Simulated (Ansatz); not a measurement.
From band curvature to drive current

Plane-wave DFT in Ansatz, PBE, scalar-relativistic PAW potentials, cutoff 420 eV, no spin-orbit coupling; no spin polarisation. Relaxed crystals whose conduction band edge is a single valley at Γ; masses by central differences along the Cartesian axes of the standard setting. A star marks a structure that wasn't matched here to a measured phase, so it may never have been made and needn't be stable; unstarred phases aren't always the most stable ones.

```tsv
crystal	gap (eV)	gap kind	m_x	m_y	m_z (mₑ)
ZnInGaO₄ (R3m)*	1.11	direct	0.186	0.186	0.171
InP (F-43m)	0.44	direct	0.039	0.039	0.039
AlN (P6_3mc)	4.03	direct	0.296	0.296	0.282
Si₃N₄ (P6_3/m)	4.25	indirect	1.46	1.46	0.218
```

Problem. Take a film 3 nm thick, normal along z, current along x, at 300 K. Work out the injection velocity, the density-of-states capacitance and the confinement shift.

Solution. For a non-degenerate gas v_T = √(2k_BT/πm_x) = 5.38×10⁶ cm/s ÷ √(m_x/mₑ); one valley with both spins has C_Q = e²√(m_x m_y)/πħ² = 66.9 μF/cm² × √(m_x m_y)/mₑ; hard walls lift the first subband by ħ²π²/(2m_z t²) = 376 meV nm² ÷ (t² m_z/mₑ).
| crystal | v_T (10⁷ cm/s) | C_Q (μF/cm²) | shift (meV) |
| --- | --- | --- | --- |
| ZnInGaO₄ (R3m)* | 1.25 | 12.4 | 244 |
| InP (F-43m) | 2.72 | 2.6 | 1071 |
| AlN (P6_3mc) | 0.99 | 19.8 | 148 |
| Si₃N₄ (P6_3/m) | 0.45 | 97.7 | 192 |

Problem. With a gate oxide of 1 nm equivalent thickness (3.45 μF/cm²), which gives the most current per gate overdrive in the ballistic limit?

Solution. The gate capacitance is the series value C_G = 1/(1/C_ox + 1/C_Q), and the current goes as C_G v_T: InP (F-43m) 1.00, ZnInGaO₄ (R3m)* 0.83, AlN (P6_3mc) 0.72, Si₃N₄ (P6_3/m) 0.37 (relative). For an isotropic mass C_G v_T peaks where C_Q = C_ox, at about 0.05 mₑ. The lightest mass wins here, since its C_Q of 2.6 μF/cm² costs less than its speed gains. C_Q is the degenerate value and v_T the non-degenerate one; at high drain bias only forward-going states fill, which halves C_Q, while degeneracy raises the velocity, so values within about 10 % of each other aren't ranked. Scattering and the charge centroid are left out, and so are side valleys, which confinement lifts less and can make the lowest. Members with gaps over 3 eV here are hard to dope and contact. Where the shift is over a third of the gap (InP (F-43m)) the band isn't parabolic that far up, so the true shift is smaller and the mass larger. Semilocal functionals give gaps too small and so, as a rule, masses too light.

Cost: about 16 core-minutes for the runs cited, on Intel Xeon Processor @ 2.70GHz, Arm Neoverse V1, Arm Neoverse V2 and other processors (shared hosts).